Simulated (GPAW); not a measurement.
Input of a GPAW 26.7.0 run:

Contents of run.py:

```python
from ase.eos import EquationOfState
from ase.io import Trajectory, read
from ase.units import GPa
from gpaw import GPAW, PW

atoms = read('GaSb.xyz')

traj = Trajectory('eos.traj', 'w')
volumes, energies = [], []
for x in [0.94, 0.96, 0.98, 1.0, 1.02, 1.04, 1.06]:
    a = atoms.copy()
    a.set_cell(atoms.cell * x**(1 / 3), scale_atoms=True)
    calc = GPAW(mode=PW(600),
                xc={'name': 'optPBE-vdW', 'backend': 'libvdwxc'},
                kpts={'size': (6, 6, 6), 'gamma': True},
                occupations={'name': 'fermi-dirac', 'width': 0.05},
                nbands=18,
                convergence={'density': 1e-05, 'energy': 1e-05},
                maxiter=150,
                txt=f'eos-{x:.2f}.txt')
    a.calc = calc
    energies.append(a.get_potential_energy(force_consistent=True))
    volumes.append(a.get_volume())
    calc.write(f'eos-{x:.2f}.gpw')
    traj.write(a)
    print(f'{x:.2f} {volumes[-1]:10.4f} A^3 {energies[-1]:14.6f} eV', flush=True)

v0, e0, B = EquationOfState(volumes, energies, eos='birchmurnaghan').fit()
print(f'V0 = {v0:.4f} A^3, E0 = {e0:.6f} eV, B0 = {B / GPa:.2f} GPa')
```

GaSb.xyz

```xyz
2
Lattice="0.0000000000 3.0590000000 3.0590000000 3.0590000000 0.0000000000 3.0590000000 3.0590000000 3.0590000000 0.0000000000" Properties=species:S:1:pos:R:3 pbc="T T T"
Sb     4.5885000000      4.5885000000      4.5885000000
Ga     0.0000000000      0.0000000000      0.0000000000
```

Potentials or basis: GPAW PAW data sets (gpaw-data 1.2.1), pw.

The run is started by

```bash
$ OMP_NUM_THREADS=1 python run.py
```

(1) What does it give for the equilibrium volume?

(2) Predict the bulk modulus.

Results:

(1) 30.82 Å³/atom (rough: see the caveat).

(2) 40 GPa (rough).

Caveat: the minimum lies outside the volumes run; the PAW data sets were made with another functional, which shifts forces and pressure a little.
